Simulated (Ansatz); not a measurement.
## Co under changes of volume

One of the cells (10.886 Å³/atom); the others are scaled copies at fixed shape and fractional positions:

```
Co
1.0
     2.48736    0.00000    0.00000
    -1.24368    2.15412    0.00000
     0.00000    0.00000    4.06329
Co
2
Direct
  0.33333 0.66667 0.74014
  0.66667 0.33333 0.25986
```

| Item | Value |
| --- | --- |
| Program | Ansatz 0.2.0 |
| Functional | PBEsol |
| Potentials or basis | all-electron LAPW, scalar-relativistic |
| Cutoff | 328 eV (chosen from the basis error) |
| Basis error allowed | 0.001 eV/atom |
| k mesh | 12 × 12 × 7 |
| Occupations | fermi-dirac, width 0.05 eV |
| Spin | collinear spin, ferromagnetic start |
| Starting moments | [2.0, 2.0] μB |

```tsv
volume (Å³/atom)	energy over the lowest point (meV/atom)	pressure (GPa)	moment (μB per cell)	largest force (eV/Å)
10.233	2.26	4.2	3.11	0.668
10.450	0.00	-0.8	3.17	0.584
10.668	4.14	-5.3	3.22	0.508
10.886	14.14	-9.4	3.26	0.439
11.103	?	?	?	?
11.321	49.31	-16.3	3.33	0.322
11.539	73.49	-19.2	3.35	0.270
```

What does the run at 11.103 Å³/atom give?

Energy over the lowest point 29.39 meV/atom; pressure -13.0 GPa; moment 3.30 μB per cell; largest force 0.378 eV/Å.

Worked out: A Birch-Murnaghan fit of order 3 (a polynomial in V^(-2/3)) to the other rows has its minimum at 10.42 Å³/atom with B0 = V·E''(V) = 232 GPa and B' = 4.1 at fixed shape and positions, which overstates the stiffness. It gives 29.33 meV/atom at 11.103 Å³/atom, against the run's 29.39, and -dE/dV = -13.0 GPa, against -13.0. A parabola through the other rows of the moment, of slope 0.151 μB per Å³/atom there, gives 3.30 μB, against the run's 3.30.

Energies are extrapolated to zero smearing.
